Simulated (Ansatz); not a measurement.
LaAlO$_{3}$ (cubic perovskite, space group No. 221), PBE in the plane-wave PAW code Ansatz, all energies at zero smearing, with the estimated change up to a 700 eV cutoff added, with one set of potentials and settings (totals compare only within such a set). Cell of 5 atoms (1 La, 1 Al, 3 O): -8498.848 eV.

| element | reference phase | E (eV/atom) |
|---|---|---|
| La | P6_3/mmc, 4 atoms in the cell | -6250.0953 |
| Al | Fm-3m, 1 atoms in the cell | -537.5049 |
| O | C2/m, 4 atoms in the cell, spin-polarised | -565.0000 |

Formation energy per atom, worked out: (-8498.848 − 1×(-6250.0953) − 1×(-537.5049) − 3×(-565.0000))/5 = -3.249 eV/atom (-314 kJ per mol of atoms), at 0 K, without zero-point energy or fitted corrections.

Space group Pm-3m (cubic perovskite). This is a known high-temperature phase of the composition, computed here at zero pressure and temperature. The PBE relaxation kept the symmetry of its start. At this level the phase is dynamically unstable (imaginary phonons). The references are the lowest solids computed at this level, not always the standard phases (solids in place of the gases). Scalar-relativistic: spin–orbit coupling is off unless named, which matters more the heavier the elements.

Potentials: the later of the program's two PAW sets.
